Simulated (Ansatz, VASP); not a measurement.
## PbSe: VASP beside Ansatz

The input INCAR:

```
SYSTEM = PbSe
PREC     = Accurate       ! precision mode
ENCUT    = 520            ! plane-wave cutoff, eV
EDIFF    = 1E-6           ! SCF threshold, eV
ISMEAR   = -1             ! smearing method
SIGMA    = 0.02           ! smearing width, eV
LREAL    = .FALSE.        ! projectors in reciprocal space
LASPH    = .TRUE.         ! aspherical terms in the spheres
NELM     = 80             ! most SCF steps
ALGO     = Normal         ! electronic algorithm
ISIF     = 2              ! what is computed and relaxed
LWAVE    = .FALSE.        ! write WAVECAR
LCHARG   = .FALSE.        ! write CHGCAR
GGA      = PE             ! functional
NBANDS   = 17             ! bands
```

File KPOINTS:

```
regular mesh
0
G
  7 7 7
  0 0 0
```

The input POSCAR:

```
PbSe
1.0
   -0.0459322500      3.0621500000      3.0621500000
    3.0621500000     -0.0459322500      3.0621500000
    3.0162177500      3.0162177500      0.0000000000
Pb Se
1 1
Direct
    0.0000000000      0.0000000000      0.0000000000
    0.5000000000      0.5000000000      0.5000000000
```

Input for Ansatz:

```yaml
crystal:
  lattice:
    - [-0.04593225, 3.06215, 3.06215]
    - [3.06215, -0.04593225, 3.06215]
    - [3.01621775, 3.01621775, 0.0]
  atoms:
    - { symbol: Pb, position: [0.0, 0.0, 0.0] }
    - { symbol: Se, position: [0.5, 0.5, 0.5] }
kpoints:
  mp_grid: { grid: [7, 7, 7] }
scf:
  occupations: { method: fermi_dirac, width: 0.02 }
hamiltonian:
  xc: pbe
  pseudopotentials: { kind: all_electron, lapw: { basis_error: 0.0005 } }
output:
  forces: true
  stress: true
  eigenvalues: true
```

Change from the starting cell: xy shear strain of -3 %.

Alike in both runs: task single point; functional PBE; k mesh 7 × 7 × 7; occupations fermi-dirac, width 0.02 eV; no spin polarisation.

```csv
,VASP,Ansatz
version,VASP 6.6.1,Ansatz 0.2.0
potentials or method,"VASP PAW PBE potentials, release 64 (Pb_d, Se)","all-electron LAPW, scalar-relativistic"
plane-wave cutoff (eV),520,see its input
```

|  | VASP | Ansatz | Ansatz less VASP |
| --- | --- | --- | --- |
| pressure (GPa) | 2.3 | 2.3 | +0.03 |
| largest component of the traceless stress (GPa) | 0.50 | 0.50 | -0.001 |

Ansatz ran all-electron here, so the differences hold the error of VASP's frozen core and of both bases.

Caveats: spin-orbit coupling is left out, which as a rule narrows the gap of such compounds by several tenths of an eV; an odd mesh through Γ misses points on the zone boundary, where band edges often lie.
